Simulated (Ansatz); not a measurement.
MgS built on the zincblende prototype, relaxed with r2SCAN in Ansatz. It is cubic, F-43m (No. 216); a = 5.662 Å in the conventional setting, 22.69 Å³ an atom. Mg is surrounded by 4 S at 2.45 Å; S is surrounded by 4 Mg at 2.45 Å.

The axes x, y and z are those of this cell:
```
Mg S
1.0
     0.00000    2.83088    2.83088
     2.83088    0.00000    2.83088
     2.83088    2.83088    0.00000
Mg S
1 1
Direct
  0.00000 0.00000 0.00000
  0.25000 0.25000 0.25000
```

Unstrained: With PBE the gap is 3.466 eV and direct, at Γ. r2SCAN gives a direct gap of 4.142 eV at Γ. HSE06 gives a direct gap of 4.528 eV at Γ. Meshes: PBE 8×8×8, r2SCAN 8×8×8, HSE06 6×6×6. Strains are changes of length per length, and xy shears are angles. After each strain the atoms were relaxed again with r2SCAN within the symmetry that the strain leaves, so tilts or polar shifts that break it weren't tested; points keep the names that they have in the unstrained zone. No spin polarisation and no zero-point or thermal motion; the cell was built from a prototype and may be hypothetical.

**Question.** Apply uniaxial +3.69 % along z, other directions held. How far does the gap move, against the unstrained cell?

**Answer.** PBE: the gap goes from 3.466 to 3.248 eV (-0.218 eV); with r2SCAN the top three valence levels at Γ, degenerate before, become 2+1 from the top over 104 meV. r2SCAN: the gap goes from 4.142 to 3.911 eV (-0.231 eV). HSE06: the gap goes from 4.528 to 4.295 eV (-0.233 eV). The r2SCAN energy rises by 7.1 meV an atom.

**Question.** Apply xy shear, engineering strain (angle) -0.64 %. How far does the gap move, against the unstrained cell?

**Answer.** PBE: the gap goes from 3.466 to 3.447 eV (-0.019 eV); with r2SCAN the top three valence levels at Γ, degenerate before, become 1+1+1 from the top over 38 meV. r2SCAN: the gap goes from 4.142 to 4.122 eV (-0.020 eV). HSE06: the gap goes from 4.528 to 4.508 eV (-0.020 eV). The r2SCAN energy rises by 0.1 meV an atom.

**Question.** Estimate what isotropic -1.87 % on every length does to the gap.

**Answer.** PBE: the gap goes from 3.466 to 3.753 eV (+0.287 eV). r2SCAN: the gap goes from 4.142 to 4.274 eV (+0.132 eV); it turns from direct (Γ) to indirect (Γ → X). HSE06: the gap goes from 4.528 to 4.818 eV (+0.290 eV); it turns from direct (Γ) to indirect (Γ → X); least and direct gap lie within 0.04 eV, so its kind isn't settled. The r2SCAN energy rises by 14.2 meV an atom.

The meshes of the hybrids are coarse, so their gaps aren't converged to the digits shown.

The splittings at Γ are without spin-orbit coupling, which regroups them where it is of like size or larger.
